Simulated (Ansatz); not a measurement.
Space group P4_2/mnm (No. 136). a = 4.622 Å, b = 4.622 Å, c = 3.046 Å, α = 90.00°, β = 90.00°, γ = 90.00°
```csv
atom,site,symmetry,x,y,z
Mg,2a,m.mm,0.0000,0.0000,0.0000
F,4f,m.2m,0.3029,0.3029,0.0000
```

Equation of state of this MgF$_{2}$ structure (not necessarily the ground state), with shape and atoms relaxed at each volume where symmetry leaves them free. These are results of DFT r2SCAN, scalar-relativistic, plane waves, PAW (Ansatz 0.2.0), not measurements.

Plane waves to 500 eV, a k mesh through Γ of 6×6×8 on the computed 6-atom cell and Gaussian smearing (0.02 eV); no spin polarisation.

```csv
V (Å³/atom),E − E(largest V) (meV/atom),P (GPa),gap on mesh (eV)
10.194,2.88,7.43,8.52
10.520,-8.02,3.42,8.29
10.845,-11.41,0.01,8.07
11.170,-8.40,-2.89,7.87
11.496,0.00,-5.33,7.68
```

Question: Fit a third-order Birch–Murnaghan equation to E(V).

Answer: V0 = 10.85 Å³/atom, B0 = 104 GPa, B0' = 4.5.

Cost: 5 runs of about 4 core-minutes in all, on Arm Neoverse V1 (shared hosts).